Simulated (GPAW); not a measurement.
# BAs (F-43m) in GPAW: further runs, part 3 of 3

GPAW 26.7.0.

## (4) Gruneisen, PBE+D3

run.py

```python
import json
import numpy as np
import spglib
from ase import Atoms
from ase.calculators.mixing import SumCalculator
from ase.constraints import FixSymmetry
from ase.filters import FrechetCellFilter
from ase.io import read, write
from ase.optimize import BFGS
from dftd3.ase import DFTD3
from phonopy import Phonopy
from phonopy.structure.atoms import PhonopyAtoms
from gpaw import GPAW, PW

atoms = read('BAs.cif')
cell, positions, numbers = spglib.find_primitive(
    (atoms.cell[:], atoms.get_scaled_positions(), atoms.numbers), symprec=1e-4)
atoms = Atoms(numbers, cell=cell, scaled_positions=positions, pbc=True)

calc = GPAW(mode=PW(680),
            xc='PBE',
            kpts={'size': (6, 6, 6), 'gamma': True},
            occupations={'name': 'fermi-dirac', 'width': 0.05},
            nbands=11,
            convergence={'density': 1e-06, 'eigenstates': 1e-09},
            eigensolver={'name': 'davidson', 'niter': 2},
            maxiter=75,
            txt='gpaw.txt')
atoms.calc = SumCalculator([calc, DFTD3(method='pbe', damping='d3zero')])
atoms.set_constraint(FixSymmetry(atoms))
BFGS(FrechetCellFilter(atoms), trajectory='relax.traj', logfile='-').run(fmax=0.005, steps=40)
atoms.set_constraint()
energy = atoms.get_potential_energy()
forces = atoms.get_forces()
stress = atoms.get_stress()
calc.write('gs.gpw')
write('result.traj', atoms)
print('Cell:', atoms.cell.cellpar().round(4))
print(atoms.get_scaled_positions().round(5))

def force_constants(scale):
    unit = PhonopyAtoms(symbols=atoms.get_chemical_symbols(), cell=atoms.cell[:] * scale**(1 / 3),
                        scaled_positions=atoms.get_scaled_positions())
    ph = Phonopy(unit, supercell_matrix=np.diag([2, 2, 2]), primitive_matrix=np.eye(3), symprec=1e-4)
    ph.generate_displacements(distance=0.01)
    forces = []
    for i, sc in enumerate(ph.supercells_with_displacements):
        a = Atoms(sc.symbols, cell=sc.cell, scaled_positions=sc.scaled_positions, pbc=True)
        c = GPAW(mode=PW(680),
                 xc='PBE',
                 kpts={'size': (3, 3, 3), 'gamma': True},
                 occupations={'name': 'fermi-dirac', 'width': 0.05},
                 nbands=53,
                 convergence={'density': 1e-06, 'eigenstates': 1e-09},
                 eigensolver={'name': 'davidson', 'niter': 2},
                 maxiter=75,
                 txt=f'disp-{scale:.3f}-{i:02d}.txt')
        a.calc = SumCalculator([c, DFTD3(method='pbe', damping='d3zero')])
        f = a.get_forces()
        forces.append(f - f.mean(axis=0))
        print(f'displacement {i}: drift', f.mean(axis=0).round(5), flush=True)
    ph.forces = forces
    ph.produce_force_constants()
    ph.symmetrize_force_constants()
    return ph

qpoints = [[0.0, 0.0, 0.0], [0.0, 0.0, 0.5], [0.0, 0.5, 0.0], [0.0, 0.5, 0.5], [0.5, 0.0, 0.0], [0.5, 0.0, 0.5], [0.5, 0.5, 0.0], [0.5, 0.5, 0.5]]
results = {}
for scale in [0.99, 1.0, 1.01]:
    ph = force_constants(scale)
    ph.run_qpoints(qpoints)
    nu = ph.qpoints.frequencies * 33.35641  # THz to cm^-1
    results[f'{scale:.3f}'] = nu.tolist()
    for qp, f in zip(qpoints, nu):
        print(scale, np.round(qp, 4), f.round(2))

lo, mid, hi = (np.array(results[x]) for x in ('0.990', '1.000', '1.010'))
gamma = np.where(abs(mid) > 5, -(hi - lo) / (np.log(1.01 / 0.99) * np.where(abs(mid) > 5, mid, 1)), 0)
results['gamma'] = gamma.tolist()
print('Mode Grueneisen parameters:')
print(gamma.round(3))
json.dump(results, open('phonons.json', 'w'))
```

BAs.cif

```cif
data_BAs
_cell_length_a 4.77700000
_cell_length_b 4.77700000
_cell_length_c 4.77700000
_cell_angle_alpha 90.00000000
_cell_angle_beta 90.00000000
_cell_angle_gamma 90.00000000
_space_group_name_H-M_alt 'F-43m'
_space_group_name_Hall 'F -4 2 3'
_space_group_IT_number 216
loop_
_space_group_symop_operation_xyz
'x,y,z'
'y,-x,-z'
'-x,-y,z'
'-y,x,-z'
'x,-y,-z'
'y,x,z'
'-x,y,-z'
'-y,-x,z'
'z,x,y'
'-z,y,-x'
'z,-x,-y'
'-z,-y,x'
'-z,x,-y'
'z,y,x'
'-z,-x,y'
'z,-y,-x'
'y,z,x'
'-x,-z,y'
'-y,z,-x'
'x,-z,-y'
'-y,-z,x'
'x,z,y'
'y,-z,-x'
'-x,z,-y'
'x,y+1/2,z+1/2'
'y,-x+1/2,-z+1/2'
'-x,-y+1/2,z+1/2'
'-y,x+1/2,-z+1/2'
'x,-y+1/2,-z+1/2'
'y,x+1/2,z+1/2'
'-x,y+1/2,-z+1/2'
'-y,-x+1/2,z+1/2'
'z,x+1/2,y+1/2'
'-z,y+1/2,-x+1/2'
'z,-x+1/2,-y+1/2'
'-z,-y+1/2,x+1/2'
'-z,x+1/2,-y+1/2'
'z,y+1/2,x+1/2'
'-z,-x+1/2,y+1/2'
'z,-y+1/2,-x+1/2'
'y,z+1/2,x+1/2'
'-x,-z+1/2,y+1/2'
'-y,z+1/2,-x+1/2'
'x,-z+1/2,-y+1/2'
'-y,-z+1/2,x+1/2'
'x,z+1/2,y+1/2'
'y,-z+1/2,-x+1/2'
'-x,z+1/2,-y+1/2'
'x+1/2,y,z+1/2'
'y+1/2,-x,-z+1/2'
'-x+1/2,-y,z+1/2'
'-y+1/2,x,-z+1/2'
'x+1/2,-y,-z+1/2'
'y+1/2,x,z+1/2'
'-x+1/2,y,-z+1/2'
'-y+1/2,-x,z+1/2'
'z+1/2,x,y+1/2'
'-z+1/2,y,-x+1/2'
'z+1/2,-x,-y+1/2'
'-z+1/2,-y,x+1/2'
'-z+1/2,x,-y+1/2'
'z+1/2,y,x+1/2'
'-z+1/2,-x,y+1/2'
'z+1/2,-y,-x+1/2'
'y+1/2,z,x+1/2'
'-x+1/2,-z,y+1/2'
'-y+1/2,z,-x+1/2'
'x+1/2,-z,-y+1/2'
'-y+1/2,-z,x+1/2'
'x+1/2,z,y+1/2'
'y+1/2,-z,-x+1/2'
'-x+1/2,z,-y+1/2'
'x+1/2,y+1/2,z'
'y+1/2,-x+1/2,-z'
'-x+1/2,-y+1/2,z'
'-y+1/2,x+1/2,-z'
'x+1/2,-y+1/2,-z'
'y+1/2,x+1/2,z'
'-x+1/2,y+1/2,-z'
'-y+1/2,-x+1/2,z'
'z+1/2,x+1/2,y'
'-z+1/2,y+1/2,-x'
'z+1/2,-x+1/2,-y'
'-z+1/2,-y+1/2,x'
'-z+1/2,x+1/2,-y'
'z+1/2,y+1/2,x'
'-z+1/2,-x+1/2,y'
'z+1/2,-y+1/2,-x'
'y+1/2,z+1/2,x'
'-x+1/2,-z+1/2,y'
'-y+1/2,z+1/2,-x'
'x+1/2,-z+1/2,-y'
'-y+1/2,-z+1/2,x'
'x+1/2,z+1/2,y'
'y+1/2,-z+1/2,-x'
'-x+1/2,z+1/2,-y'
loop_
_atom_site_label
_atom_site_type_symbol
_atom_site_symmetry_multiplicity
_atom_site_Wyckoff_symbol
_atom_site_fract_x
_atom_site_fract_y
_atom_site_fract_z
_atom_site_occupancy
As1 As 4 c 0.2500000000 0.2500000000 0.2500000000 1
B1 B 4 a 0.0000000000 0.0000000000 0.0000000000 1
```

Potentials or basis: GPAW PAW data sets (gpaw-data 1.2.1), pw.

Started as:

```console
$ OMP_NUM_THREADS=1 python run.py
```

gpaw.txt:

```text
__  _  _
 | _ |_)|_||  |
 |__||  | ||/\| - 26.7.0

Input parameters:
  mode=PW(ecut=680.0),
  convergence={'density': 1e-06, 'eigenstates': 1e-09},
  eigensolver=Davidson(niter=2),
  kpts=MonkhorstPack(size=(6, 6, 6), gamma=True),
  maxiter=75,
  nbands=11,
  occupations=Occupations(name='fermi-dirac', width=0.05),
  xc=XC(name='PBE')

Diagonalizing LCAO Hamiltonian
Converting LCAO to pw mode

           As

       B

Atoms  # Å, Bohr magnetons
|   | symbol |        x |        y |        z |    initial magnetic moments |
|---|--------|----------|----------|----------|-----------------------------|
| 0 |     As | 1.194250 | 1.194250 | 1.194250 | ( 0.0000,  0.0000,  0.0000) |
| 1 |      B | 0.000000 | 0.000000 | 0.000000 | ( 0.0000,  0.0000,  0.0000) |

Unit cell  # Å
| periodic |        x |        y |        z |  lengths |    angles |
|----------|----------|----------|----------|----------|-----------|
|      yes | 0.000000 | 2.388500 | 2.388500 | 3.377849 | 60.000000 |
|      yes | 2.388500 | 0.000000 | 2.388500 | 3.377849 | 60.000000 |
|      yes | 2.388500 | 2.388500 | 0.000000 | 3.377849 | 60.000000 |

Number of symmetries: 24
Symmetry operations  # r_c * U_cc + t_c -> r_c
|    | kind |            matrix            |
|----|------|------------------------------|
|  0 |  E   |  1, 0, 0,  0, 1, 0,  0, 0, 1 |
|  1 |  σ   |  1, 0, 0,  0, 0, 1,  0, 1, 0 |
|  2 |  σ   |  1, 0,-1,  0, 1,-1,  0, 0,-1 |
|  3 |  C3  |  1, 0,-1,  0, 0,-1,  0, 1,-1 |
|  4 |  C3  |  1,-1, 0,  0,-1, 1,  0,-1, 0 |
|  5 |  σ   |  1,-1, 0,  0,-1, 0,  0,-1, 1 |
|  6 |  σ   |  0, 1, 0,  1, 0, 0,  0, 0, 1 |
|  7 |  C3  |  0, 1, 0,  0, 0, 1,  1, 0, 0 |
|  8 |  C2  |  0, 1,-1,  1, 0,-1,  0, 0,-1 |
[... 146 lines left out ...]
SCF iterations
|iter     | |      energy | eigst |  dens |
|---------|-|-------------|-------|-------|
|iter:   1| |  -11.961787 | -0.27 |       |
|iter:   2| |  -11.844502 | -2.13 | -0.72 |
|iter:   3| |  -11.380867 | -1.71 | -0.76 |
|iter:   4| |  -11.381068 | -3.11 | -1.48 |
|iter:   5| |  -11.381803c| -3.91 | -1.91 |
|iter:   6| |  -11.381838c| -5.36 | -2.65 |
|iter:   7| |  -11.381839c| -6.77 | -3.51 |
|iter:   8| |  -11.381839c| -7.94 | -4.04 |
|iter:   9| |  -11.381839c| -9.43c| -5.23 |
|iter:  10| |  -11.381839c|-10.68c| -5.72 |
|iter:  11| |  -11.381839c|-11.95c| -6.72c|

Converged in 11 steps
Energy contributions relative to reference atoms: (reference = -62172.463167)
[... 38 lines left out ...]
Stress tensor  # eV/Ang^3
|         x |         y |         z |
|-----------|-----------|-----------|
| -0.020746 |  0.000000 |  0.000000 |
|  0.000000 | -0.020746 | -0.000000 |
|  0.000000 | -0.000000 | -0.020746 |

Forces  # eV/Ang
|        x |        y |       z |
|----------|----------|---------|
| -0.00000 | -0.00000 | 0.00000 |  # As   0
|  0.00000 |  0.00000 | 0.00000 |  # B    1

Interpolating wave functions to new cell

           As

       B

Atoms  # Å, Bohr magnetons
|   | symbol |         x |        y |        z |    initial magnetic moments |
|---|--------|-----------|----------|----------|-----------------------------|
| 0 |     As |  1.194967 | 1.194967 | 1.194967 | ( 0.0000,  0.0000,  0.0000) |
| 1 |      B | -0.000000 | 0.000000 | 0.000000 | ( 0.0000,  0.0000,  0.0000) |

Unit cell  # Å
| periodic |         x |         y |         z |  lengths |    angles |
|----------|-----------|-----------|-----------|----------|-----------|
|      yes | -0.000000 |  2.389933 |  2.389933 | 3.379876 | 60.000000 |
|      yes |  2.389933 | -0.000000 |  2.389933 | 3.379876 | 60.000000 |
|      yes |  2.389933 |  2.389933 | -0.000000 | 3.379876 | 60.000000 |

Number of symmetries: 24
Symmetry operations  # r_c * U_cc + t_c -> r_c
|    | kind |            matrix            |
|----|------|------------------------------|
|  0 |  E   |  1, 0, 0,  0, 1, 0,  0, 0, 1 |
|  1 |  σ   |  1, 0, 0,  0, 0, 1,  0, 1, 0 |
|  2 |  σ   |  1, 0,-1,  0, 1,-1,  0, 0,-1 |
|  3 |  C3  |  1, 0,-1,  0, 0,-1,  0, 1,-1 |
|  4 |  C3  |  1,-1, 0,  0,-1, 1,  0,-1, 0 |
|  5 |  σ   |  1,-1, 0,  0,-1, 0,  0,-1, 1 |
|  6 |  σ   |  0, 1, 0,  1, 0, 0,  0, 0, 1 |
|  7 |  C3  |  0, 1, 0,  0, 0, 1,  1, 0, 0 |
|  8 |  C2  |  0, 1,-1,  1, 0,-1,  0, 0,-1 |
[... 146 lines left out ...]
SCF iterations
|iter     | |      energy | eigst |  dens |
|---------|-|-------------|-------|-------|
|iter:   1| |  -11.382928 |       |       |
|iter:   2| |  -11.382922 | -6.59 | -2.95 |
|iter:   3| |  -11.382880c| -5.93 | -2.98 |
|iter:   4| |  -11.382879c| -7.16 | -3.84 |
|iter:   5| |  -11.382879c| -8.03 | -4.30 |
|iter:   6| |  -11.382879c| -8.54 | -4.65 |
|iter:   7| |  -11.382879c|-10.14c| -5.70 |
|iter:   8| |  -11.382879c|-11.49c| -6.06c|
[... 41 lines left out ...]
Stress tensor  # eV/Ang^3
|         x |         y |         z |
|-----------|-----------|-----------|
| -0.019105 | -0.000000 | -0.000000 |
| -0.000000 | -0.019105 |  0.000000 |
| -0.000000 |  0.000000 | -0.019105 |

Forces  # eV/Ang
|        x |        y |        z |
|----------|----------|----------|
| -0.00000 | -0.00000 | -0.00000 |  # As   0
| -0.00000 | -0.00000 |  0.00000 |  # B    1

Interpolating wave functions to new cell

           As

       B

Atoms  # Å, Bohr magnetons
|   | symbol |         x |        y |        z |    initial magnetic moments |
|---|--------|-----------|----------|----------|-----------------------------|
| 0 |     As |  1.197085 | 1.197085 | 1.197085 | ( 0.0000,  0.0000,  0.0000) |
| 1 |      B | -0.000000 | 0.000000 | 0.000000 | ( 0.0000,  0.0000,  0.0000) |

Unit cell  # Å
| periodic |         x |         y |        z |  lengths |    angles |
|----------|-----------|-----------|----------|----------|-----------|
|      yes | -0.000000 |  2.394170 | 2.394170 | 3.385867 | 60.000000 |
|      yes |  2.394170 | -0.000000 | 2.394170 | 3.385867 | 60.000000 |
|      yes |  2.394170 |  2.394170 | 0.000000 | 3.385867 | 60.000000 |

Number of symmetries: 24
Symmetry operations  # r_c * U_cc + t_c -> r_c
|    | kind |            matrix            |
|----|------|------------------------------|
|  0 |  E   |  1, 0, 0,  0, 1, 0,  0, 0, 1 |
|  1 |  σ   |  1, 0, 0,  0, 0, 1,  0, 1, 0 |
|  2 |  σ   |  1, 0,-1,  0, 1,-1,  0, 0,-1 |
|  3 |  C3  |  1, 0,-1,  0, 0,-1,  0, 1,-1 |
|  4 |  C3  |  1,-1, 0,  0,-1, 1,  0,-1, 0 |
|  5 |  σ   |  1,-1, 0,  0,-1, 0,  0,-1, 1 |
|  6 |  σ   |  0, 1, 0,  1, 0, 0,  0, 0, 1 |
|  7 |  C3  |  0, 1, 0,  0, 0, 1,  1, 0, 0 |
|  8 |  C2  |  0, 1,-1,  1, 0,-1,  0, 0,-1 |
[... 146 lines left out ...]
SCF iterations
|iter     | |      energy | eigst |  dens |
|---------|-|-------------|-------|-------|
|iter:   1| |  -11.385875 |       |       |
|iter:   2| |  -11.385817 | -5.64 | -2.48 |
|iter:   3| |  -11.385449c| -4.99 | -2.51 |
|iter:   4| |  -11.385439c| -6.22 | -3.38 |
|iter:   5| |  -11.385438c| -7.08 | -3.83 |
|iter:   6| |  -11.385438c| -7.61 | -4.18 |
|iter:   7| |  -11.385438c| -9.22c| -5.23 |
|iter:   8| |  -11.385438c|-10.56c| -5.59 |
|iter:   9| |  -11.385438c|-11.82c| -6.52c|

Converged in 9 steps
Energy contributions relative to reference atoms: (reference = -62172.463167)
[... 38 lines left out ...]
Stress tensor  # eV/Ang^3
|         x |         y |         z |
|-----------|-----------|-----------|
| -0.014333 | -0.000000 |  0.000000 |
| -0.000000 | -0.014333 |  0.000000 |
|  0.000000 |  0.000000 | -0.014333 |

Forces  # eV/Ang
|       x |        y |       z |
|---------|----------|---------|
| 0.00000 |  0.00000 | 0.00000 |  # As   0
| 0.00000 | -0.00000 | 0.00000 |  # B    1

# Writing to gs.gpw (mode='')
```

Run time: 8.1 min. Hardware: 1 thread of AMD EPYC 9B14 (Zen 4), shared host; peak memory 0.93 GiB.

What came out:

```yaml
Free_energy: -11.7635 eV
Relaxed_volume: 13.72 Å³/atom
Relaxed_cell: a = 3.386 Å, b = 3.386 Å, c = 3.386 Å, α = 60.00°, β = 60.00°, γ = 60.00°
Space_group_after_relaxing_to_0.05_Å: F-43m (No. 216)
Pressure_after_relaxing: 0.0 GPa
Band_gap_on_the_k_mesh: 1.29 eV, indirect (least direct gap 3.28 eV)
Highest_phonon_frequency_LO-TO_splitting_left_out: 729 cm⁻¹
Dispersion_energy_per_atom: -0.189 eV
```

Final structure:
```
CELL_PARAMETERS angstrom
0.00000 2.39417 2.39417
2.39417 0.00000 2.39417
2.39417 2.39417 0.00000
ATOMIC_POSITIONS crystal
As 0.25000 0.25000 0.25000
B 0.00000 0.00000 0.00000
```

Phonon frequencies in cm⁻¹ (negative: imaginary):
| q point | frequencies |
| --- | --- |
| (0.000, 0.000, 0.000) | 0 0 0 695 695 695 |
| (0.000, 0.000, 0.500) | 136 136 308 668 668 701 |
| (0.000, 0.500, 0.000) | 136 136 308 668 668 701 |
| (0.000, 0.500, 0.500) | 189 189 318 628 628 729 |
| (0.500, 0.000, 0.000) | 136 136 308 668 668 701 |
| (0.500, 0.000, 0.500) | 189 189 318 628 628 729 |
| (0.500, 0.500, 0.000) | 189 189 318 628 628 729 |
| (0.500, 0.500, 0.500) | 136 136 308 668 668 701 |

Mode Grüneisen parameters of phonons at Γ, in order of frequency: 1.03, 1.03, 1.03

Caveat: the k mesh is coarse; the cutoff is short for stress and forces, so pressures can be off by a GPa or more; the density grid can change from cell to cell, which puts small steps into energies and stress; the LO-TO splitting is left out.
